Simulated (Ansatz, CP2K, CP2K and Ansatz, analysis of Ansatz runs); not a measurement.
# Levels of V_Cl in LiCl (Fm-3m), rung by rung (CP2K and Ansatz)

Question: at which Fermi levels does V_Cl in LiCl (Fm-3m) change its charge, and how much of the answer depends on the basis, the functional and the program? The model is a cell of 64 host atoms with 1 Cl taken out.

Program: CP2K and Ansatz. Level of theory: CP2K Gaussian and plane waves DFT, PBEsol, SR-DZVP basis, GTH potentials; charged supercells in a uniform background, point-charge correction with alignment at far sites. Results are calculated unless marked as measured.

This is a report of a sequence of runs, with most program output left out.

## Step 1: The starting structure

The cell holds 63 atoms: 32 Li and 31 Cl. Its edges and angles: a = 10.168 Å, b = 10.168 Å, c = 10.168 Å, α = 90.0°, β = 90.0°, γ = 90.0°. It derives from LiCl (space group Fm-3m). Nearest the centre at fractional (0.250, 0.500, 0.500): Li12 at 2.53 Å, Li27 at 2.54 Å, Li19 at 2.54 Å, Li56 at 2.54 Å, Li25 at 2.54 Å, Li28 at 2.55 Å, Cl8 at 3.59 Å, Cl14 at 3.59 Å.

Coordinates:

```xyz
63
Lattice="10.1685 0.0000 0.0000 0.0000 10.1685 0.0000 0.0000 0.0000 10.1685" Properties=species:S:1:pos:R:3 pbc="T T T"
Li    0.0090    0.0060   -0.0055
Li   -0.0044    2.5488    2.5481
Li    2.5467    0.0030    2.5394
Li    2.5435    2.5473    0.0033
Cl    0.0009    0.0072    2.5384
Cl    0.0014    2.5422    0.0051
Cl    2.5492    0.0034   -0.0047
Cl    2.5412    2.5408    2.5463
Li    0.0077    0.0029    5.0787
Li   -0.0008    2.5381    7.6267
Li    2.5472    0.0029    7.6263
Li    2.5483    2.5505    5.0864
Cl    0.0032   -0.0006    7.6198
Cl    0.0005    2.5441    5.0882
Cl    2.5484    0.0002    5.0823
Cl    2.5410    2.5469    7.6318
Li   -0.0048    5.0930    0.0059
Li   -0.0009    7.6369    2.5449
Li    2.5441    5.0895    2.5404
Li    2.5395    7.6334   -0.0008
Cl   -0.0065    5.0934    2.5467
Cl    0.0025    7.6267    0.0029
Cl    2.5407    5.0849   -0.0022
Cl    2.5395    7.6271    2.5401
Li   -0.0053    5.0814    5.0825
Li   -0.0026    7.6194    7.6198
Li    2.5359    5.0767    7.6198
Li    2.5344    7.6279    5.0899
Cl   -0.0005    5.0849    7.6248
Cl   -0.0024    7.6271    5.0866
Cl    2.5400    7.6301    7.6266
Li    5.0907   -0.0047   -0.0152
Li    5.0856    2.5386    2.5434
Li    7.6308   -0.0069    2.5375
Li    7.6336    2.5341    0.0085
Cl    5.0843   -0.0032    2.5396
Cl    5.0878    2.5364    0.0051
Cl    7.6352   -0.0002   -0.0017
Cl    7.6249    2.5445    2.5405
Li    5.0906   -0.0091    5.0760
Li    5.0927    2.5393    7.6349
Li    7.6283    0.0077    7.6236
Li    7.6251    2.5359    5.0851
Cl    5.0881   -0.0030    7.6248
Cl    5.0890    2.5414    5.0878
Cl    7.6297   -0.0039    5.0815
Cl    7.6258    2.5399    7.6274
Li    5.0801    5.0764   -0.0021
Li    5.0739    7.6283    2.5373
Li    7.6240    5.0810    2.5472
Li    7.6276    7.6229    0.0071
Cl    5.0791    5.0851    2.5385
Cl    5.0844    7.6235   -0.0041
Cl    7.6244    5.0830    0.0018
Cl    7.6230    7.6314    2.5460
Li    5.0839    5.0794    5.0810
Li    5.0767    7.6187    7.6292
Li    7.6250    5.0944    7.6308
Li    7.6142    7.6244    5.0928
Cl    5.0854    5.0805    7.6231
Cl    5.0784    7.6230    5.0830
Cl    7.6223    5.0806    5.0823
Cl    7.6234    7.6262    7.6322
```

Known beforehand: the electronic dielectric constant, 2.90, and the static one, 11.00, taken as given.

The cell's shortest repeat is 10.2 Å.

The lattice is taken as given.

## Step 2: Is the host at rest in this supercell?

The defect-free supercell is relaxed from atoms displaced by 0.05 Å at random. If the crystal tilts or distorts on its own, that energy would otherwise be counted to the defect.

cell.inp reads:

```
&GLOBAL
  PROJECT cell
  RUN_TYPE GEO_OPT
  PRINT_LEVEL LOW
&END GLOBAL
&FORCE_EVAL
  METHOD QS
  &DFT
    BASIS_SET_FILE_NAME BASIS_MOLOPT
    POTENTIAL_FILE_NAME GTH_POTENTIALS
    &MGRID
      CUTOFF 500
      REL_CUTOFF 45
      NGRIDS 5
    &END MGRID
    &QS
      METHOD GPW
      EPS_DEFAULT 1.0E-10
      EXTRAPOLATION USE_PREV_P
    &END QS
    &SCF
      SCF_GUESS ATOMIC
      EPS_SCF 1.0E-5
      MAX_SCF 150
      ADDED_MOS 16
      CHOLESKY OFF
      EPS_EIGVAL 1.0E-7
      &DIAGONALIZATION ON
        ALGORITHM STANDARD
      &END DIAGONALIZATION
      &MIXING ON
        METHOD BROYDEN_MIXING
        ALPHA 0.4
        BETA 1.5
        NBUFFER 8
      &END MIXING
      &SMEAR ON
        METHOD FERMI_DIRAC
        ELECTRONIC_TEMPERATURE [K] 116.045
      &END SMEAR
    &END SCF
    &XC
      &XC_FUNCTIONAL
        &GGA_X_PBE_SOL
        &END GGA_X_PBE_SOL
        &GGA_C_PBE_SOL
        &END GGA_C_PBE_SOL
      &END XC_FUNCTIONAL
    &END XC
    &PRINT
      &KPOINTS ON
      &END KPOINTS
      &MULLIKEN ON
        &EACH
          QS_SCF 0
          GEO_OPT 0
          CELL_OPT 0
          MD 0
        &END EACH
        ADD_LAST NUMERIC
      &END MULLIKEN
      &MO ON
        ENERGIES T
        OCCUPATION_NUMBERS T
        &EACH
          QS_SCF 0
          GEO_OPT 0
          CELL_OPT 0
          MD 0
        &END EACH
        ADD_LAST NUMERIC
      &END MO
    &END PRINT
  &END DFT
  &SUBSYS
    &CELL
      A 10.1684892000 0.0000000000 0.0000000000
      B 0.0000000000 10.1684892000 0.0000000000
      C 0.0000000000 0.0000000000 10.1684892000
      PERIODIC XYZ
    &END CELL
    &COORD
      Li  0.0223719087 0.0302667068 -0.0329154092
      Li  -0.0025269337 2.5920220800 2.5440266535
      Li  2.5601213550 -0.0004878292 2.5887677290
      Li  2.5461851471 2.5838901491 0.0271834518
[... 54 atom lines left out ...]
      Li  7.6460681015 5.1297707346 7.6201032172
      Li  7.5924136063 7.6134529491 5.1186016039
      Cl  5.0770457739 5.0895123215 7.6755647456
      Cl  5.0470129139 7.5936987776 5.0774185231
      Cl  7.6244839459 5.1341232741 5.0871724574
      Cl  7.6016427286 7.6494301329 7.5895320980
    &END COORD
    &KIND Li
      BASIS_SET DZVP-MOLOPT-SR-GTH-q3
      POTENTIAL GTH-PBE-q3
    &END KIND
    &KIND Cl
      BASIS_SET DZVP-MOLOPT-SR-GTH-q7
      POTENTIAL GTH-PBE-q7
    &END KIND
    &PRINT
      &ATOMIC_COORDINATES ON
      &END ATOMIC_COORDINATES
      &CELL ON
      &END CELL
    &END PRINT
  &END SUBSYS
  &PRINT
    &FORCES ON
    &END FORCES
  &END PRINT
&END FORCE_EVAL
&MOTION
  &GEO_OPT
    OPTIMIZER BFGS
    MAX_ITER 80
    MAX_FORCE [eV*angstrom^-1] 0.02
    RMS_FORCE [eV*angstrom^-1] 0.02
    MAX_DR 5.0E-2
    RMS_DR 3.0E-2
  &END GEO_OPT
  &PRINT
    &TRAJECTORY ON
    &END TRAJECTORY
    &CELL ON
    &END CELL
    &FORCES ON
    &END FORCES
    &RESTART OFF
    &END RESTART
    &RESTART_HISTORY OFF
    &END RESTART_HISTORY
  &END PRINT
&END MOTION
```

Launch:

```bash
$ OMP_NUM_THREADS=1 mpirun -n 16 cp2k.psmp -i cell.inp -o cell.out
```

The job ended after 38 s (16 MPI ranks of Arm Neoverse V2, shared host; peak memory 5.6 GiB; 10 min of CPU time).

After 5 steps the atoms stand at most 0.02 Å from their symmetric sites, so the symmetric structure holds.

## Step 3: Band edges

Levels are counted from the valence top, which comes from the defect-free supercell, zone centre alone; the energy of the host comes from the defect-free supercell at the defects' own k-points, so that the host's part of the sampling error cancels.

cell.inp reads:

```
&GLOBAL
  PROJECT cell
  RUN_TYPE ENERGY_FORCE
  PRINT_LEVEL LOW
&END GLOBAL
&FORCE_EVAL
  METHOD QS
  &DFT
    BASIS_SET_FILE_NAME BASIS_MOLOPT
    POTENTIAL_FILE_NAME GTH_POTENTIALS
    &MGRID
      CUTOFF 500
      REL_CUTOFF 45
      NGRIDS 5
    &END MGRID
    &QS
      METHOD GPW
      EPS_DEFAULT 1.0E-10
    &END QS
    &SCF
      SCF_GUESS ATOMIC
      EPS_SCF 1.0E-6
      MAX_SCF 150
      ADDED_MOS 16
      CHOLESKY OFF
      EPS_EIGVAL 1.0E-7
      &DIAGONALIZATION ON
        ALGORITHM STANDARD
      &END DIAGONALIZATION
      &MIXING ON
        METHOD BROYDEN_MIXING
        ALPHA 0.4
        BETA 1.5
        NBUFFER 8
      &END MIXING
      &SMEAR ON
        METHOD FERMI_DIRAC
        ELECTRONIC_TEMPERATURE [K] 116.045
      &END SMEAR
    &END SCF
    &XC
      &XC_FUNCTIONAL
        &GGA_X_PBE_SOL
        &END GGA_X_PBE_SOL
        &GGA_C_PBE_SOL
        &END GGA_C_PBE_SOL
      &END XC_FUNCTIONAL
    &END XC
    &PRINT
      &KPOINTS ON
      &END KPOINTS
      &MULLIKEN ON
        &EACH
          QS_SCF 0
          GEO_OPT 0
          CELL_OPT 0
          MD 0
        &END EACH
        ADD_LAST NUMERIC
      &END MULLIKEN
      &MO ON
        ENERGIES T
        OCCUPATION_NUMBERS T
        &EACH
          QS_SCF 0
          GEO_OPT 0
          CELL_OPT 0
          MD 0
        &END EACH
        ADD_LAST NUMERIC
      &END MO
      &E_DENSITY_CUBE ON
        STRIDE 2 2 2
        &EACH
          QS_SCF 0
          GEO_OPT 0
          CELL_OPT 0
          MD 0
        &END EACH
        ADD_LAST NUMERIC
      &END E_DENSITY_CUBE
      &V_HARTREE_CUBE ON
        STRIDE 2 2 2
        &EACH
          QS_SCF 0
          GEO_OPT 0
          CELL_OPT 0
          MD 0
        &END EACH
        ADD_LAST NUMERIC
      &END V_HARTREE_CUBE
    &END PRINT
  &END DFT
  &SUBSYS
    &CELL
      A 10.1684892000 0.0000000000 0.0000000000
      B 0.0000000000 10.1684892000 0.0000000000
      C 0.0000000000 0.0000000000 10.1684892000
      PERIODIC XYZ
    &END CELL
    &COORD
      Li  0.0090042312 0.0060461531 -0.0054799094
      Li  -0.0044447688 2.5487531531 2.5480710906
      Li  2.5466912312 0.0030351531 2.5394490906
      Li  2.5434992312 2.5472731531 0.0032730906
[... 54 atom lines left out ...]
      Li  7.6250312312 5.0943991531 7.6308390906
      Li  7.6141582312 7.6244071531 5.0928400906
      Cl  5.0853962312 5.0805221531 7.6230500906
      Cl  5.0783572312 7.6230471531 5.0830450906
      Cl  7.6222742313 5.0806031531 5.0823180906
      Cl  7.6233912312 7.6262101531 7.6322220906
    &END COORD
    &KIND Li
      BASIS_SET DZVP-MOLOPT-SR-GTH-q3
      POTENTIAL GTH-PBE-q3
    &END KIND
    &KIND Cl
      BASIS_SET DZVP-MOLOPT-SR-GTH-q7
      POTENTIAL GTH-PBE-q7
    &END KIND
    &PRINT
      &ATOMIC_COORDINATES ON
      &END ATOMIC_COORDINATES
      &CELL ON
      &END CELL
    &END PRINT
  &END SUBSYS
  &PRINT
    &FORCES ON
    &END FORCES
  &END PRINT
&END FORCE_EVAL
```

Launch:

```bash
$ OMP_NUM_THREADS=1 mpirun -n 4 cp2k.psmp -i cell.inp -o cell.out
```

Run time: 34 s. Hardware: 4 MPI ranks; peak memory 2.9 GiB.

The gap at this level is 6.21 eV.

## Step 4: Relaxing each charge state

Each state starts from the atoms near the defect displaced at random, so that no symmetry of the ideal site is imposed. An odd electron count needs spin polarisation, and the total moment is held fixed to keep the state apart from its neighbours in spin. Basis functions without a nucleus stand at the vacant site, for electrons that may collect there. Charge 0 is shown in full.

defect.inp reads:

```
&GLOBAL
  PROJECT defect
  RUN_TYPE GEO_OPT
  PRINT_LEVEL LOW
&END GLOBAL
&FORCE_EVAL
  METHOD QS
  &DFT
    BASIS_SET_FILE_NAME BASIS_MOLOPT
    POTENTIAL_FILE_NAME GTH_POTENTIALS
    UKS T
    MULTIPLICITY 2
    &MGRID
      CUTOFF 500
      REL_CUTOFF 45
      NGRIDS 5
    &END MGRID
    &QS
      METHOD GPW
      EPS_DEFAULT 1.0E-10
      EXTRAPOLATION USE_PREV_P
    &END QS
    &SCF
      SCF_GUESS ATOMIC
      EPS_SCF 1.0E-5
      MAX_SCF 150
      ADDED_MOS 16 16
      CHOLESKY OFF
      EPS_EIGVAL 1.0E-7
      &DIAGONALIZATION ON
        ALGORITHM STANDARD
      &END DIAGONALIZATION
      &MIXING ON
        METHOD BROYDEN_MIXING
        ALPHA 0.2
        BETA 1.5
        NBUFFER 8
      &END MIXING
      &SMEAR ON
        METHOD FERMI_DIRAC
        ELECTRONIC_TEMPERATURE [K] 116.045
        FIXED_MAGNETIC_MOMENT 1
      &END SMEAR
    &END SCF
    &XC
      &XC_FUNCTIONAL
        &GGA_X_PBE_SOL
        &END GGA_X_PBE_SOL
        &GGA_C_PBE_SOL
        &END GGA_C_PBE_SOL
      &END XC_FUNCTIONAL
    &END XC
    &PRINT
      &KPOINTS ON
      &END KPOINTS
      &MULLIKEN ON
        &EACH
          QS_SCF 0
          GEO_OPT 0
          CELL_OPT 0
          MD 0
        &END EACH
        ADD_LAST NUMERIC
      &END MULLIKEN
      &MO ON
        ENERGIES T
        OCCUPATION_NUMBERS T
        &EACH
          QS_SCF 0
          GEO_OPT 0
          CELL_OPT 0
          MD 0
        &END EACH
        ADD_LAST NUMERIC
      &END MO
      &E_DENSITY_CUBE ON
        STRIDE 2 2 2
        &EACH
          QS_SCF 0
          GEO_OPT 0
          CELL_OPT 0
          MD 0
        &END EACH
        ADD_LAST NUMERIC
      &END E_DENSITY_CUBE
      &V_HARTREE_CUBE ON
        STRIDE 2 2 2
        &EACH
          QS_SCF 0
          GEO_OPT 0
          CELL_OPT 0
          MD 0
        &END EACH
        ADD_LAST NUMERIC
      &END V_HARTREE_CUBE
    &END PRINT
  &END DFT
  &SUBSYS
    &CELL
      A 10.1684892000 0.0000000000 0.0000000000
      B 0.0000000000 10.1684892000 0.0000000000
      C 0.0000000000 0.0000000000 10.1684892000
      PERIODIC XYZ
    &END CELL
    &COORD
      Li  0.0090042312 0.0060461531 -0.0054799094
      Li  -0.0035158279 2.5945508622 2.6136584897
      Li  2.5466912312 0.0030351531 2.5394490906
      Li  2.5434992312 2.5472731531 0.0032730906
      Cl  0.0009452312 0.0072401531 2.5384210906
      Cl  0.0013632312 2.5422391531 0.0050780906
      Cl  2.5491642312 0.0034001531 -0.0046709094
      Cl  2.5852466719 2.5864392438 2.4975615841
      Li  0.0076642312 0.0029081531 5.0787130906
      Li  0.0365039297 2.5232582888 7.6958912097
      Li  2.5472072312 0.0029231531 7.6262980906
      Li  2.5947162415 2.5368376724 5.1501224832
      Cl  0.0032112312 -0.0005838469 7.6197780906
      Cl  0.0574884393 2.5970194126 5.1067271796
      Cl  2.5483852312 0.0002161531 5.0823130906
      Cl  2.5795468915 2.4840145970 7.6008519381
      Li  -0.0047717688 5.0930321531 0.0058700906
      Li  0.0276156134 7.7068981407 2.5710311587
      Li  2.5764478249 5.0471017948 2.5999721796
      Li  2.5394662313 7.6333721531 -0.0008209094
      Cl  0.0521823333 5.0476250910 2.5760848097
      Cl  0.0024532312 7.6266781531 0.0028900906
      Cl  2.5406952313 5.0849061531 -0.0022369094
      Cl  2.5086160649 7.5532803400 2.5381893341
      Li  0.0506718513 5.0319707176 5.1111906051
      Li  -0.0481496473 7.6708772175 7.5789001750
      Li  2.5304371877 5.1253410757 7.5565934677
      Li  2.4753895242 7.5985698551 5.1353325501
      Cl  0.0224784684 5.0083744176 7.6206974913
      Cl  -0.0718616702 7.6452440054 5.1219364188
      Cl  2.5434868223 7.7092161507 7.6376704965
      Li  5.0907442312 -0.0046878469 -0.0152179094
      Li  5.0351784902 2.5468357863 2.4818296953
      Li  7.6307762312 -0.0069048469 2.5375280906
      Li  7.6335982313 2.5341291531 0.0084530906
      Cl  5.0843282312 -0.0031748469 2.5395510906
      Cl  5.0878222312 2.5363721531 0.0051070906
      Cl  7.6351742312 -0.0002008469 -0.0016639094
      Cl  7.6249062312 2.5445151531 2.5405430906
      Li  5.0906182313 -0.0091158469 5.0760460906
      Li  5.1392114433 2.5337906737 7.5700094975
      Li  7.6282582313 0.0077381531 7.6235500906
      Li  7.6250512313 2.5359431531 5.0851390906
      Cl  5.0880642312 -0.0029908469 7.6247650906
      Cl  5.1509141944 2.4916948047 5.0784445495
      Cl  7.6296742312 -0.0038728469 5.0814720906
      Cl  7.6258202312 2.5398531531 7.6274450906
      Li  5.0800922312 5.0764141531 -0.0020719094
      Li  5.0211520303 7.6695642791 2.4936224261
      Li  7.6240312312 5.0809961531 2.5472090906
      Li  7.6275612312 7.6229221531 0.0071390906
      Cl  5.0609513343 5.1372816624 2.5963496939
      Cl  5.0843512313 7.6235191531 -0.0041329094
      Cl  7.6244432312 5.0829731531 0.0018210906
      Cl  7.6230062312 7.6314091531 2.5459800906
      Li  5.1375218228 5.1384713794 5.0755936539
      Li  5.0343168929 7.6689048741 7.6748984480
      Li  7.6250312312 5.0943991531 7.6308390906
      Li  7.6141582312 7.6244071531 5.0928400906
      Cl  5.1112726487 5.1049924928 7.6946853717
      Cl  5.0180700129 7.6641718320 5.0502699157
      Cl  7.6222742313 5.0806031531 5.0823180906
      Cl  7.6233912312 7.6262101531 7.6322220906
      Clg 2.5395382312 5.0819031531 5.0802880906
    &END COORD
    &KIND Clg
      ELEMENT Cl
      BASIS_SET DZVP-MOLOPT-SR-GTH-q7
      GHOST T
    &END KIND
    &KIND Li
      BASIS_SET DZVP-MOLOPT-SR-GTH-q3
      POTENTIAL GTH-PBE-q3
    &END KIND
    &KIND Cl
      BASIS_SET DZVP-MOLOPT-SR-GTH-q7
      POTENTIAL GTH-PBE-q7
    &END KIND
    &PRINT
      &ATOMIC_COORDINATES ON
      &END ATOMIC_COORDINATES
      &CELL ON
      &END CELL
    &END PRINT
  &END SUBSYS
  &PRINT
    &FORCES ON
    &END FORCES
  &END PRINT
&END FORCE_EVAL
&MOTION
  &GEO_OPT
    OPTIMIZER BFGS
    MAX_ITER 80
    MAX_FORCE [eV*angstrom^-1] 0.06
    RMS_FORCE [eV*angstrom^-1] 0.06
    MAX_DR 5.0E-2
    RMS_DR 3.0E-2
  &END GEO_OPT
  &CONSTRAINT
    &FIXED_ATOMS
      LIST 64
    &END FIXED_ATOMS
  &END CONSTRAINT
  &PRINT
    &TRAJECTORY ON
    &END TRAJECTORY
    &CELL ON
    &END CELL
    &FORCES ON
    &END FORCES
    &RESTART OFF
    &END RESTART
    &RESTART_HISTORY OFF
    &END RESTART_HISTORY
  &END PRINT
&END MOTION
```

Launch:

```bash
$ OMP_NUM_THREADS=1 mpirun -n 4 cp2k.psmp -i defect.inp -o defect.out
```

Elapsed: 4.3 min, on 4 MPI ranks; peak memory 4.2 GiB.

The steps and moves of this run count from the displaced start.

Relaxation path:

```
step  energy less that of the first step (eV)
   0                                   0.0000
   1                                  -0.0822
   2                                  -0.1510
   3                                  -0.1591
```

The atoms that moved most (Å):

```
atom      dx      dy      dz  length
Cl60  -0.035  -0.010  -0.084   0.091
Cl45  -0.063   0.060  -0.002   0.087
Cl31  -0.019  -0.082  -0.014   0.085
Cl30   0.072  -0.027  -0.030   0.082
 Cl8  -0.033  -0.038   0.063   0.081
Cl29  -0.005   0.079   0.004   0.079
Cl24   0.015   0.066   0.023   0.071
Cl61   0.042  -0.039   0.041   0.071
```

The atoms nearest to the centre after the run:

```
atom  distance (Å)
Li25         2.498
Li19         2.499
Li27         2.505
Li28         2.522
Li12         2.538
Li56         2.565
Cl21         3.561
Cl14         3.571
 Cl8         3.573
Cl24         3.575
Cl52         3.581
Cl61         3.581
Cl29         3.582
Cl60         3.583
Cl30         3.589
Cl45         3.591
```

Energies on the run's own zero. States near gap, by row:

```
spin  k  band  energy (eV)  filled by count
  up  0   153       0.2383                1
  up  0   154       0.4854                1
  up  0   155       0.4877                1
  up  0   156       0.4887                1
  up  0   157        4.619                1
  up  0   158        6.898                0
  up  0   159        7.645                0
  up  0   160        7.646                0
  up  0   161        7.648                0
down  0   152       0.2418                1
down  0   153       0.2429                1
down  0   154       0.4886                1
down  0   155       0.4909                1
down  0   156       0.4919                1
down  0   157         5.77                0
down  0   158        6.978                0
down  0   159        7.662                0
down  0   160        7.663                0
```

The states that were run, at the zone centre alone, on 4 MPI ranks of Arm Neoverse V2, shared host:

```
charge  moment (μB)    outcome  structures computed  largest displacement of a host atom from its site (Å)  lowest empty less highest filled level (eV)     time
    +1            0  converged                    6                                                   0.23                                         5.32  2.8 min
     0            1  converged                    4                                                   0.05                                         1.15  4.3 min
```

Against the host's sites the lattice moves most at charge +1 (0.23 Å); the smallest move among the states is 0.05 Å.

(Part 1 of 2 ends here.)

[Logs are printed without paths, hosts, clocks, repeated set-up lines and the standing remarks that a program may print on its own settings, such as how far it seeks lower states.]

[Hosts, paths, dates, database ids (printed as entryN), source tags and the programs' standing remarks are cut or masked in the printed files.]

[For some hosts the program warned that the k-mesh of the response run may be too coarse for force constants and the static dielectric constant; such warnings are not shown here.]

[Charge tables in the logs are Mulliken or Hirshfeld populations, whose sizes and signs can differ; where basis functions stand at a vacancy, SIESTA counts their charge against the missing atom's valence.]

[In relaxation paths of CP2K, step 0 can be the structure after the first move, since the trajectory file begins there, and the last row can be the final structure solved once more.]
